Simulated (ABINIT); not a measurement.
CoO:

```
Co O
1.0
     0.00000    2.13150    2.13150
     2.13150    0.00000    2.13150
     2.13150    2.13150    0.00000
Co O
1 1
Direct
  0.00000 0.00000 0.00000
  0.50000 0.50000 0.50000
```

Base run:

- Program: ABINIT 10.8.3 (patched build)
- Functional: LDA
- Potentials or basis: JTH PAW PBE v2.0
- Cutoff: 707 eV
- k mesh: 9 × 9 × 9
- Occupations: fermi-dirac, width 0.05 eV
- Spin: collinear spin, ferromagnetic start
- Starting moments: [2.0, 0.0] μB
- Hubbard terms: Co d U = 4 eV

Its results: band gap on the k mesh none (metal or under the smearing width); pressure -15.9 GPa; net moment 3.00 μB per cell; site moments Co +2.71; O +0.25 μB.

**Question.** The run is repeated on the same cell with these changes: hubbard terms from Co d U = 4 eV to Co d U = 6 eV. What comes out?

**Answer.** Band gap on the k mesh none (metal or under the smearing width); pressure -14.8 GPa; net moment 3.00 μB per cell; site moments Co +2.75; O +0.22 μB.

Caveats: the PAW data sets were made with another functional, which shifts forces and pressure a little; a cell with one magnetic atom can't hold antiferromagnetic order, which such compounds often take.
